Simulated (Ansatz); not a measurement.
# Bi (C2/m) in Ansatz: notebook

The runs below take Bi through relaxation of cell and atoms, with PBEsol.

All numbers are computed with Ansatz 0.2.0; they aren't measurements. Logs are shortened: lines on timing, memory, paths and dates and some standing lists are left out, and cuts for length are marked.

## 1. The crystal as given

The structure is monoclinic, space group C2/m (No. 12). The conventional cell has a = 6.977 Å, b = 6.265 Å, c = 3.359 Å, α = 90.00°, β = 112.04°, γ = 90.00°. Around Bi (site symmetry m) lie 6 Bi at 3.21 to 3.45 Å.

This isn't the form of Bi at room conditions, which is rhombohedral.

## 2. Relaxation of cell and atoms, PBEsol, target pressure 5 GPa, at which the enthalpy is minimised

Input file input.yaml:

```yaml
crystal:
  lattice:
    - [3.488598, -3.132578, 0.0]
    - [3.488598, 3.132578, 0.0]
    - [-1.260235, 0.0, 3.11355]
  atoms:
    - { symbol: Bi, position: [0.753061, 0.753061, 0.857382] }
    - { symbol: Bi, position: [0.246939, 0.246939, 0.142618] }
hamiltonian:
  xc: pbesol
  pseudopotentials: { kind: paw }
kpoints:
  mp_grid: { grid: [6, 6, 9] }
scf:
  occupations: { method: fermi_dirac, width: 0.05 }
output:
  forces: true
  stress: true
  eigenvalues: true
relax:
  f_tol: 0.01
  max_steps: 40
  cell: { stress_tol: 0.05, p_target: 5.0 }
```

Potentials or basis: Ansatz PAW.

The run is started by

```
ansatz run input.yaml --threads 2 --pin off --max-ram 5632MiB --backend cpu --events-out ev --progress --plain --runs-dir out
```

Output:

```text
Warning: RAYON_NUM_THREADS=2 ignored (pool sized by the plan → 2); use --threads N
Engine: ansatz 0.2.0, aarch64-unknown-linux-gnu
Pseudopotentials: kind: paw
Pseudopotential: Bi, paw, valence charge 15, recommended cutoff 420 eV (normal), Bi.paw.azcp
Functional definition: PBEsol
  exchange = pbesol_x
  correlation = pbesol_c
Crystal: 2 atoms, lattice volume = 68.052 Å³
Basis set: ecut = 420 eV, 1329 PW (Γ), exchange–correlation on 64×64×48 points (8 copies of the dense FFT grid, shifted against one another)
Bands: 19, of which v1, the nominal top of the filled ones, is band 15 counted from 1 (14 counted from 0)
Symmetry: 4 space group operations
Space group: C2/m (ITA 12), of the structure as read, at distance tolerance 4.1e-5 Å
k-points: 97 of 324
Non-local potential: Bi, projectors of the file, l = 0: 2, l = 1: 2, l = 2: 2, l = 3: 2
PAW form: soft (Blöchl's): semilocal exchange-correlation on the pseudo side does not see the compensation charge
PAW frozen core: Bi, regenerated for the run's functional, and the local potential with it (the file was generated under x = pbe(κ = 0.804, μ = 0.2195149727645171), c = pbe(β = 0.06672455060314922))
PAW one-centre angular grid: Bi, 590 points (default); XC on 64 Gauss nodes
Initial density: superposition of atomic densities (neutral atoms: chi_scale 0, normalization atom), corrected by the library's trained network
Initial wavefunctions: pseudopotential atomic-orbital guess
Functional: x = pbesol(κ = 0.804, μ = 0.12345679012345678), c = pbesol(β = 0.046)
SCF iter   1: F=—  HF=-24483.938298 eV  |F-HF|=—  |Δ(HF+E_count)|=         —  Δρ=1.55e-3  dr2=1.85e-3  ethr=1.77e-3  ⟨swp⟩=6.4  Hψ=9093  notcnv=0
preconditioner: auto → Kerker (q_TF=auto, 2.380 Å⁻¹)  [metal: Δε(μ)=0.059 eV  Ē_g=20.255 eV  σ=0.050 eV  W_gap=0.28  n_scr=16 (ndim 8)  ℏωp=24.7 eV  f_vac=0.000  D(μ)=0.97/eV (n_scr^D=4)]
SCF iter   2: F=—  HF=-24483.936781 eV  |F-HF|=—  |Δ(HF+E_count)|=   1.52e-3  Δρ=1.06e-3  dr2=9.30e-4  ethr=6.16e-6  ⟨swp⟩=2.4  Hψ=3825  notcnv=0
SCF iter   3: F=—  HF=-24483.936603 eV  |F-HF|=—  |Δ(HF+E_count)|=   1.78e-4  Δρ=5.81e-4  dr2=1.44e-4  ethr=3.10e-6  ⟨swp⟩=2.0  Hψ=3290  notcnv=0
SCF iter   4: F=—  HF=-24483.936541 eV  |F-HF|=—  |Δ(HF+E_count)|=   6.18e-5  Δρ=2.60e-4  dr2=3.47e-5  ethr=4.81e-7  ⟨swp⟩=2.9  Hψ=3444  notcnv=0
SCF iter   5: F=—  HF=-24483.936529 eV  |F-HF|=—  |Δ(HF+E_count)|=   1.24e-5  Δρ=3.58e-5  dr2=9.96e-7  ethr=1.16e-7  ⟨swp⟩=2.0  Hψ=3012  notcnv=0
SCF iter   6: F=—  HF=-24483.936529 eV  |F-HF|=—  |Δ(HF+E_count)|=   1.76e-7  Δρ=1.76e-5  dr2=1.49e-7  ethr=3.32e-9  ⟨swp⟩=2.0  Hψ=3287  notcnv=0
SCF iter   7: F=-24483.936529 eV  HF=-24483.936529 eV  |F-HF|=2.72e-8  |Δ(HF+E_count)|=   4.68e-8  Δρ=7.40e-6  dr2=2.73e-8  ethr=3.33e-10  ⟨swp⟩=5.4  Hψ=6642  notcnv=0
SCF 1 converged in 7 iterations: F = -24483.936529 eV  dr2 = 2.73e-8
relax step   1: F+E_penalty+E_count = -24483.93652864 eV  Δ(F+E_penalty+E_count) = +0.000e0 eV  max|allowed force component| = 5.201e-2 eV/Å  Δτ_max = 0.0000 Å  P = -2.457 GPa  Ω = 68.052 Å³  (7 SCF iters, dr2 threshold 1.00e-7 eV, accepted)
Crystal: 2 atoms, lattice volume = 59.421 Å³
Basis set: ecut = 420 eV, 1167 PW (Γ), exchange–correlation on 64×64×48 points (8 copies of the dense FFT grid, shifted against one another)
Initial density: handed on by an earlier stage of this run
Initial wavefunctions: those handed on with the density
iter 1 solved again at ethr=1.00e-5 eV; its pass at ethr=3.10e-3 eV (dr2=3.01e-3 eV) is discarded
SCF iter   1: F=—  HF=-24483.875591 eV  |F-HF|=—  |Δ(HF+E_count)|=         —  Δρ=2.19e-3  dr2=2.77e-3  ethr=1.00e-5  ⟨swp⟩=3.0  Hψ=13345  notcnv=0
preconditioner: auto → Kerker (q_TF=auto, 2.435 Å⁻¹)  [metal: Δε(μ)=0.033 eV  Ē_g=20.768 eV  σ=0.050 eV  W_gap=0.16  n_scr=16 (ndim 8)  ℏωp=26.4 eV  f_vac=0.000  D(μ)=0.98/eV (n_scr^D=4)]
SCF iter   2: F=—  HF=-24483.875195 eV  |F-HF|=—  |Δ(HF+E_count)|=   3.96e-4  Δρ=1.44e-3  dr2=1.32e-3  ethr=9.24e-6  ⟨swp⟩=1.0  Hψ=1843  notcnv=0
SCF iter   3: F=—  HF=-24483.874979 eV  |F-HF|=—  |Δ(HF+E_count)|=   2.17e-4  Δρ=2.66e-4  dr2=6.05e-5  ethr=4.39e-6  ⟨swp⟩=1.0  Hψ=1843  notcnv=0
SCF iter   4: F=—  HF=-24483.874974 eV  |F-HF|=—  |Δ(HF+E_count)|=   4.33e-6  Δρ=8.13e-5  dr2=3.12e-6  ethr=2.02e-7  ⟨swp⟩=2.2  Hψ=3298  notcnv=0
SCF iter   5: F=—  HF=-24483.874974 eV  |F-HF|=—  |Δ(HF+E_count)|=   5.04e-7  Δρ=2.87e-5  dr2=3.86e-7  ethr=1.04e-8  ⟨swp⟩=2.8  Hψ=3291  notcnv=0
SCF iter   6: F=-24483.874974 eV  HF=-24483.874974 eV  |F-HF|=4.07e-9  |Δ(HF+E_count)|=   5.00e-8  Δρ=5.03e-6  dr2=2.00e-8  ethr=6.67e-10  ⟨swp⟩=6.1  Hψ=8107  notcnv=0
SCF 2 converged in 6 iterations: F = -24483.874974 eV  dr2 = 2.00e-8
relax step   2: F+E_penalty+E_count = -24483.87497399 eV  Δ(F+E_penalty+E_count) = +6.155e-2 eV  max|allowed force component| = 1.648e-1 eV/Å  Δτ_max = 0.0065 Å  P = +5.882 GPa  Ω = 59.421 Å³  energy of the carried Pulay correction = +1.487e-3 eV  (6 SCF iters, dr2 threshold 2.00e-7 eV, accepted)
Crystal: 2 atoms, lattice volume = 60.043 Å³
Basis set: ecut = 420 eV, 1179 PW (Γ), exchange–correlation on 64×64×48 points (8 copies of the dense FFT grid, shifted against one another)
iter 1 solved again at ethr=1.06e-6 eV; its pass at ethr=3.10e-3 eV (dr2=3.19e-4 eV) is discarded
SCF iter   1: F=—  HF=-24483.903775 eV  |F-HF|=—  |Δ(HF+E_count)|=         —  Δρ=7.52e-4  dr2=2.95e-4  ethr=1.06e-6  ⟨swp⟩=2.9  Hψ=13060  notcnv=0
preconditioner: auto → Kerker (q_TF=auto, 2.430 Å⁻¹)  [metal: Δε(μ)=0.001 eV  Ē_g=20.711 eV  σ=0.050 eV  W_gap=0.01  n_scr=16 (ndim 8)  ℏωp=26.2 eV  f_vac=0.000  D(μ)=1.04/eV (n_scr^D=4)]
SCF iter   2: F=—  HF=-24483.903746 eV  |F-HF|=—  |Δ(HF+E_count)|=   2.94e-5  Δρ=4.72e-4  dr2=1.23e-4  ethr=9.84e-7  ⟨swp⟩=1.0  Hψ=1843  notcnv=0
SCF iter   3: F=—  HF=-24483.903727 eV  |F-HF|=—  |Δ(HF+E_count)|=   1.90e-5  Δρ=7.35e-5  dr2=5.84e-6  ethr=4.10e-7  ⟨swp⟩=2.0  Hψ=2525  notcnv=0
[... 29 lines left out ...]
SCF iter   2: F=—  HF=-24483.897962 eV  |F-HF|=—  |Δ(HF+E_count)|=   4.28e-6  Δρ=2.42e-4  dr2=3.22e-5  ethr=3.13e-7  ⟨swp⟩=1.0  Hψ=1843  notcnv=0
SCF iter   3: F=—  HF=-24483.897958 eV  |F-HF|=—  |Δ(HF+E_count)|=   3.74e-6  Δρ=3.81e-5  dr2=7.32e-7  ethr=1.07e-7  ⟨swp⟩=2.8  Hψ=3420  notcnv=0
SCF iter   4: F=-24483.897958 eV  HF=-24483.897958 eV  |F-HF|=4.44e-9  |Δ(HF+E_count)|=   7.92e-8  Δρ=7.76e-6  dr2=3.53e-8  ethr=6.67e-10  ⟨swp⟩=6.6  Hψ=9244  notcnv=0
SCF 6 converged in 4 iterations: F = -24483.897958 eV  dr2 = 3.53e-8
relax step   6: F+E_penalty+E_count = -24483.89795788 eV  Δ(F+E_penalty+E_count) = +1.909e-4 eV  max|allowed force component| = 1.162e-2 eV/Å  Δτ_max = 0.0232 Å  P = +4.942 GPa  Ω = 59.689 Å³  energy of the carried Pulay correction = +1.438e-3 eV  (4 SCF iters, dr2 threshold 2.00e-7 eV, accepted)
Crystal: 2 atoms, lattice volume = 59.653 Å³
iter 1 solved again at ethr=2.74e-8 eV; its pass at ethr=3.10e-3 eV (dr2=8.23e-6 eV) is discarded
SCF iter   1: F=—  HF=-24483.896885 eV  |F-HF|=—  |Δ(HF+E_count)|=         —  Δρ=9.83e-5  dr2=5.14e-6  ethr=2.74e-8  ⟨swp⟩=3.3  Hψ=12239  notcnv=0
preconditioner: auto → Kerker (q_TF=auto, 2.433 Å⁻¹)  [metal: Δε(μ)=0.043 eV  Ē_g=20.716 eV  σ=0.050 eV  W_gap=0.21  n_scr=16 (ndim 8)  ℏωp=26.3 eV  f_vac=0.000  D(μ)=0.86/eV (n_scr^D=4)]
SCF iter   2: F=—  HF=-24483.896893 eV  |F-HF|=—  |Δ(HF+E_count)|=   8.19e-6  Δρ=5.92e-5  dr2=1.84e-6  ethr=1.71e-8  ⟨swp⟩=1.0  Hψ=1843  notcnv=0
SCF iter   3: F=—  HF=-24483.896893 eV  |F-HF|=—  |Δ(HF+E_count)|=   2.40e-7  Δρ=1.01e-5  dr2=9.22e-8  ethr=6.12e-9  ⟨swp⟩=2.0  Hψ=3266  notcnv=0
SCF iter   4: F=-24483.896893 eV  HF=-24483.896893 eV  |F-HF|=4.83e-9  |Δ(HF+E_count)|=   1.12e-8  Δρ=2.64e-6  dr2=8.43e-9  ethr=1.04e-10  ⟨swp⟩=6.4  Hψ=9060  notcnv=0
SCF 7 converged in 4 iterations: F = -24483.896893 eV  dr2 = 8.43e-9
relax step   7: F+E_penalty+E_count = -24483.89689313 eV  Δ(F+E_penalty+E_count) = +1.065e-3 eV  max|allowed force component| = 8.048e-4 eV/Å  Δτ_max = 0.0046 Å  P = +4.991 GPa  Ω = 59.653 Å³  energy of the carried Pulay correction = +1.445e-3 eV  (4 SCF iters, dr2 threshold 3.13e-8 eV, accepted)
Basis set: ecut = 420 eV, 1175 PW (Γ), exchange–correlation on 60×60×48 points (8 copies of the dense FFT grid, shifted against one another)
Initial wavefunctions: pseudopotential atomic-orbital guess (no wavefunctions were taken with the density)
iter 1 solved again at ethr=1.48e-7 eV; its pass at ethr=3.10e-3 eV (dr2=4.43e-5 eV) is discarded
SCF iter   1: F=—  HF=-24483.895422 eV  |F-HF|=—  |Δ(HF+E_count)|=         —  Δρ=1.59e-4  dr2=3.03e-6  ethr=1.48e-7  ⟨swp⟩=3.9  Hψ=14319  notcnv=0
SCF iter   2: F=—  HF=-24483.895437 eV  |F-HF|=—  |Δ(HF+E_count)|=   1.52e-5  Δρ=8.22e-5  dr2=7.29e-7  ethr=1.01e-8  ⟨swp⟩=2.4  Hψ=3199  notcnv=0
SCF iter   3: F=—  HF=-24483.895438 eV  |F-HF|=—  |Δ(HF+E_count)|=   2.25e-7  Δρ=9.06e-6  dr2=1.16e-8  ethr=2.43e-9  ⟨swp⟩=3.0  Hψ=3487  notcnv=0
SCF iter   4: F=—  HF=-24483.895438 eV  |F-HF|=—  |Δ(HF+E_count)|=   4.01e-9  Δρ=6.53e-7  dr2=2.69e-10  ethr=3.85e-11  ⟨swp⟩=2.0  Hψ=2329  notcnv=0
SCF iter   5: F=—  HF=-24483.895438 eV  |F-HF|=—  |Δ(HF+E_count)|=  3.31e-10  Δρ=1.60e-7  dr2=2.71e-11  ethr=1.00e-12  ⟨swp⟩=7.9  Hψ=11077  notcnv=0
SCF iter   6: F=-24483.895438 eV  HF=-24483.895438 eV  |F-HF|=3.64e-12  |Δ(HF+E_count)|=  4.37e-11  Δρ=4.34e-8  dr2=2.32e-12  ethr=1.00e-12  ⟨swp⟩=6.0  Hψ=8439  notcnv=0
SCF 8 converged in 6 iterations: F = -24483.895438 eV  dr2 = 2.32e-12
relax step   8: F+E_penalty+E_count = -24483.89543772 eV  Δ(F+E_penalty+E_count) = +1.455e-3 eV  max|allowed force component| = 8.761e-4 eV/Å  Δτ_max = 0.0000 Å  P = +4.987 GPa  Ω = 59.653 Å³  stress off target by 2.66e-2 GPa  SCF on the basis re-selected at this cell (its energy is not comparable with the rows above)  (6 SCF iters)
basis re-selected at this cell: Δ(F+E_penalty+E_count) = +1.455e-3 eV, ΔP = -0.004 GPa vs the last step (what re-selecting the basis moved, of the pressure what is left beyond the Pulay correction that the steps carried, after the strain that the cell walked since its last selection, with what the two solves' SCF thresholds leave and, on support functions, any second-order correction that the steps lacked; it is no measure of the basis error at this ecutwfc). The dense FFT grid was sized anew with the basis: this SCF ran on 30×30×24 points, the steps before it on 32×32×24, so part of this shift can come from that change (see relax.cell in the input reference). This SCF's stress stands 2.66e-2 GPa from its target on what of the cell is left free (relax.cell.stress_tol is 5.00e-2 GPa) and its largest allowed force component is 8.76e-4 eV/Å (relax.f_tol is 1.00e-2 eV/Å): within both
SCF converged after 6 iterations
Free energy (F): -24483.895438 eV
Harris-Foulkes:  -24483.895438 eV  (|F-HF|=3.64e-12)
Internal energy: -24483.888271 eV  (E = F + TS)
E sigma→0 (E₀):  -24483.891855 eV
Entropy (-TS):   -0.007166 eV (-3.583 meV/atom)
Fermi energy:    12.294740 eV
--- Per-component energies (eV) ---
  E_band       = -149.280796
  E_kinetic    = 608.150912
  E_local      = -2798.015198  (includes V_loc(G=0)·N_el)
  E_nonlocal   = 1123.455562
  E_hartree    = 890.795321
  E_xc         = -302.218990
  E_vxc        = -290.496158  (∫ρ·V_xc dr)
  E_paw        = -21018.759094  (= ΣΔE_a)
  E_vpaw       = -573.965655  (= ΣTr[D̂ρ^β])
  E_aug_tail   = -0.000921  (compensation charges beyond the density's cutoff)
  E_ewald      = -2987.475366
  E_core_change = 0.179504  (= ΣΔE_core)
  E_smearing   = -0.007166  (= −TS)
  E_closure    = 0.000000  (closes the sum)
  Σ components = -24483.895438   (vs F -24483.895438, Δ=0.00e0)
--- Forces (eV/Å), atoms counted from 1 ---
  atom   1  Bi    -0.00087612     0.00000000    -0.00073352
  atom   2  Bi     0.00087612    -0.00000000     0.00073352
  max |Σ_I F_I| component: 1.08e-19 eV/Å
--- Stress (GPa, compression-positive) ---
        4.984925       0.000000      -0.008396
        0.000000       4.997967      -0.000000
       -0.008396      -0.000000       4.979458
  P = ⅓ Tr σ = 4.9875 GPa (49.875 kbar)
--- Band table (eV; the first three rows and the last of 97) ---
  k-point 0: bands = ["-10.8772", "-10.7873", "-10.7656", "-10.7349", "-10.6389", "-10.5744", "-10.5161", "-10.5141", "-10.4790", "-10.3560", "-1.7841", "3.3457", "8.6327", "9.1187", "14.7718", "15.5637", "16.2591", "16.8340", "17.1223"]
  k-point 1: bands = ["-10.8648", "-10.7625", "-10.7276", "-10.7269", "-10.6463", "-10.5834", "-10.5301", "-10.5290", "-10.4827", "-10.3644", "-1.5888", "3.3780", "8.7777", "9.4213", "14.0735", "15.0061", "15.4147", "15.9666", "16.7056"]
  k-point 2: bands = ["-10.8342", "-10.7085", "-10.6943", "-10.6634", "-10.6362", "-10.6040", "-10.5712", "-10.5578", "-10.4937", "-10.3879", "-1.0114", "3.4546", "9.1972", "10.2236", "11.3907", "13.5465", "15.0737", "15.5897", "16.0795"]
  k-point 96: bands = ["-10.7302", "-10.6908", "-10.6623", "-10.6623", "-10.6447", "-10.6061", "-10.5596", "-10.5526", "-10.4679", "-10.4379", "1.7671", "2.7220", "8.1196", "9.3596", "9.4929", "11.0076", "12.9036", "13.8666", "19.3359"]
--- Relaxed structure (7 steps of the walk, 7 accepted, 1 SCFs on fresh bases) ---
  F+E_penalty+E_count = -24483.89543772 eV   max|allowed force component| = 8.761e-4 eV/Å   (the final SCF, on the basis selected at the relaxed cell)
  cell:  # Å, volume = 59.6527 Å³
    - [3.3238150702155425, -2.9441355079278084, 0.0277287236811284]
    - [3.3238150702155425, 2.9441355079278084, 0.027728723681128373]
    - [-1.1759604624538875, -1.6748065097703463e-17, 3.0381234202668055]
  atoms:
    - { symbol: Bi, position: [0.7500910755209795, 0.7500910755209795, 0.8303342118455513] }
    - { symbol: Bi, position: [0.24990892447902016, 0.24990892447902016, 0.1696657881544485] }
```

Run time: 30 s. Hardware: 2 threads of Arm Neoverse V2, shared host; peak memory 0.4 GiB.

Results:

- Free energy: -24483.8954 eV
- Relaxed volume: 29.83 Å³/atom
- Relaxed cell: a = 4.440 Å, b = 4.440 Å, c = 3.258 Å, α = 105.33°, β = 105.33°, γ = 83.07°
- Space group after relaxing (to 0.05 Å): C2/m (No. 12)
- Energy change on relaxing (the enthalpy is what falls): +20.5 meV/atom
- Ionic steps: 8
- Pressure after relaxing: 5.0 GPa
- Band gap on the k mesh: none (metal or under the smearing width)

The path:
```tsv
step	energy change (eV)	largest force (eV/Å)	volume (Å³)
1	0.0000	0.0593	68.05
2	0.0616	0.2078	59.42
3	0.0328	0.0657	60.04
4	0.0358	0.0409	59.82
5	0.0384	0.0225	59.73
6	0.0386	0.0119	59.69
7	0.0396	0.0011	59.65
8	0.0411	0.0011	59.65
```

Final structure:
```
Bi
1.0
     3.32382   -2.94414    0.02773
     3.32382    2.94414    0.02773
    -1.17596    0.00000    3.03812
Bi
2
Cartesian
  4.0099 0.0000 2.5643
  1.4618 0.0000 0.5293
```

Levels at points of the mesh, in eV from the Fermi level:
```csv
k point,band 11,band 12,band 13,band 14,band 15,band 16,band 17,band 18,band 19
"(0.00, 0.00, 0.00)",-14.08,-8.95,-3.66,-3.18,2.48,3.27,3.96,4.54,4.83
"(0.00, -0.50, 0.00)",-12.24,-12.13,-1.25,-1.08,-0.74,-0.69,3.44,4.82,7.69
"(-0.50, -0.50, 0.00)",-11.78,-11.23,-5.83,-5.80,2.79,4.53,6.08,6.77,8.72
```

Caveat: the plane-wave basis is chosen anew once the cell has moved, so the energies of steps on either side of that aren't comparable; spin-orbit coupling is left out, which moves the levels of the heavy elements; the PAW data sets come from PBE, with cores solved anew for the run's functional, which leaves a small shift of forces and pressure.

(Continued in part 2 of 2.)
